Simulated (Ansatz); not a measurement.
In doubt: masses and optical values from hybrid runs of this build are listed as unsure (in some of the runs), which bears on the screening that GW takes from such a start.

Consider WS2 (2H monolayer).

The cell holds 3 atoms: 1 W and 2 S. Cell: a = 3.188 Å, b = 3.188 Å, c = 29.500 Å, α = 90.0°, β = 90.0°, γ = 120.0°. Vacuum lies along c.

```xyz
3
Lattice="3.1877 0.0000 0.0000 -1.5938 2.7606 0.0000 0.0000 0.0000 29.5000" Properties=species:S:1:pos:R:3
W     0.0000    1.8404   14.7500
S     1.5938    0.9202   16.3215
S     1.5938    0.9202   13.1785
```

The structure was relaxed with PBE. The runs that relaxed it are not among those shown. Spin-orbit coupling is left out unless a run names it. PAW set soft_2, made with PBE.

Gaps computed with Ansatz 0.2.0 without a self-energy: HSE06 2.29 eV, r2SCAN 1.93 eV and PBE0 2.93 eV.

Question: Estimate the G0W0@HSE06 gap with 12×12×1 mesh, 196 empty bands, screening to 48 eV, default PAW files.

About 2.86 eV: on its mesh the run moves the gap from 2.29 eV by +0.57 eV. Among the scalar-relativistic levels given, PBE0 is nearest (+0.07 eV). Bands and cutoff are finite, so the gap is not at the basis limit. The miss can reach some tenths of an eV and take either sign; the mesh is an error of its own. The many-body steps are scalar-relativistic: spin-orbit coupling is not in them.

[Paths, hosts, dates, memory and timing lines, banners, echoed tables and standing remarks are left out of the program output.]

[Logs are printed without paths, hosts, clocks, repeated set-up lines and the standing remarks that a program may print on its own settings, such as how far it seeks lower states.]

[Runs of the session that timed out or met a known fault of the program may be left out.]

[Cells called generated may have been cut or substituted from an entry of the Crystallography Open Database or the Materials Project.]

[Hosts, paths, dates, database ids (printed as entryN), source tags and the programs' standing remarks are cut or masked in the printed files.]
